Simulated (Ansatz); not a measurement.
## BiTe: a vibration from a frozen displacement

All numbers below come from Ansatz, DFT PBEsol, scalar-relativistic, plane waves, PAW. Cutoff 420 eV, Γ-centred 16×16×16 k-points, Gaussian smearing of 0.15 eV. Spin–orbit coupling is left out, which matters for the heavy elements here. No spin polarisation. Energies are free energies at this smearing, counted from the undisturbed cell; pressure is positive in compression.

The starting cell (relaxed at this level; with this scan's settings it stands at 0.1 GPa; it needn't be the usual structure):

```xyz
2
Lattice="0.0000 3.1972 3.1972 3.1972 0.0000 3.1972 3.1972 3.1972 0.0000" Properties=species:S:1:pos:R:3 pbc="T T T"
Bi    0.0000    0.0000    0.0000
Te    3.1972    3.1972    3.1972
```

Every Te atom is moved by x along the Cartesian unit vector (0.000, 0.000, -1.000); the cell and all other atoms stay fixed. The cell's volume is 65.36 Å³; the moved atoms weigh 127.600 u together and the others 208.980 u.

| x (Å) | ΔE (meV/cell) | total force on the moved atoms along the move (eV/Å) | pressure (GPa) |
| --- | --- | --- | --- |
| -0.2000 | 60.84 | 0.6239 | 0.8299 |
| -0.1000 | 14.95 | 0.3005 | 0.2437 |
| 0.0000 | 0.00 | 0.0000 | 0.0522 |
| 0.0500 | 3.73 | -0.1492 | 0.0999 |
| 0.1500 | 33.87 | -0.4572 | 0.4857 |

Question: What frequency belongs to this motion?

Answer: The force constant is k = −dF/dx = 2.991 eV/Å², from the parabola through x = -0.1000, 0 and 0.0500. In every cell the moved atoms swing against the rest, so the mass is μ = m₁m₂/(m₁ + m₂) = 79.226 u, and ν̃ = 521.5 cm⁻¹ × √(|k|/μ) = 101 cm⁻¹. To first order in x, and within 1 %, the force on every atom lies along the move and, within each of the two groups, in proportion to the atom's mass, so this is itself a mode at the zone centre of this cell.

Question: How far does the harmonic law reach?

Answer: At x = -0.200 Å, kx²/2 = 59.82 meV against the computed 60.84 meV (+1.7 %): the well is still close to harmonic there.

In a metal these slopes depend on the k mesh and the smearing.

The rocksalt cell sits in a single well for the polar motion of Bi against Te. The restoring force grows slightly faster than linearly at the larger displacements, so the anharmonicity is a mild hardening, with no sign of an off-centre minimum along this line. This contrasts with the soft polar mode of PbTe, where filled p-bonding states mix readily with empty antibonding ones as the ions shift. Bi brings one more valence electron than Pb, and this electron enters the cation-p antibonding band. That probably blocks part of the mixing and, through metallic screening, weakens the long-range dipole forces that favour off-centring.

The pressure rises with displacement in both directions, which means that the force constant falls as the cell expands: the mode has a positive Grüneisen parameter and should soften on expansion. Cubic symmetry makes the harmonic frequency the same for every direction of motion, and metallic screening removes the usual LO–TO splitting. The positive curvature doesn't establish stability against zone-boundary distortions or against the layered structure known for BiTe.
